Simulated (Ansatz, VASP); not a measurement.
Two plane-wave programs on Si

Contents of INCAR:

```
PREC = Accurate
ENCUT = 520
EDIFF = 1E-6
ISMEAR = 0
SIGMA = 0.1
LREAL = F
LASPH = T
NELM = 100
ALGO = Normal
ISIF = 2
LWAVE = F
LCHARG = F
GGA = PE
NBANDS = 11
```

File KPOINTS:

```
Automatic mesh
0
Gamma
  6 6 6
```

Contents of POSCAR:

```
Si
1.0
    0.0000000000      2.7218511900      2.7218511900
    2.7218511900      0.0000000000      2.7218511900
    2.7218511900      2.7218511900      0.0000000000
Si
2
Direct
    0.0000000000      0.0000000000      0.0000000000
    0.2500000000      0.2500000000      0.2500000000
```

Input for Ansatz:

```yaml
crystal:
  lattice:
    - [0.0, 2.72185119, 2.72185119]
    - [2.72185119, 0.0, 2.72185119]
    - [2.72185119, 2.72185119, 0.0]
  atoms:
    - { symbol: Si, position: [0.0, 0.0, 0.0] }
    - { symbol: Si, position: [0.25, 0.25, 0.25] }
basis:
  ecutwfc: 420
kpoints:
  mp_grid: { grid: [6, 6, 6] }
hamiltonian:
  xc: pbe
  pseudopotentials: { kind: paw }
scf:
  occupations: { method: gaussian, width: 0.1 }
output:
  forces: true
  stress: true
  eigenvalues: true
```

Alike in both runs: task single point; functional PBE; k mesh 6 × 6 × 6; occupations gaussian, width 0.1 eV; no spin polarisation.

|  | VASP | Ansatz |
| --- | --- | --- |
| version | VASP 6.6.1 | Ansatz 0.2.0 |
| potentials or method | VASP PAW PBE potentials, release 64 (Si) | scalar-relativistic, plane waves, PAW |
| plane-wave cutoff (eV) | 520 | 420 |
| valence electrons in the cell | 8 | 8 |

```csv
,VASP,Ansatz,Ansatz less VASP
gap on the k mesh at the Fermi level (eV),0.72,0.72,-0.002
least direct gap on the mesh (eV),2.56,2.55,-0.005
pressure (GPa),1.3,1.4,+0.08
```

With one functional, cell and mesh, what is left measures potentials, basis and numerics.

A k mesh can miss the band edges.
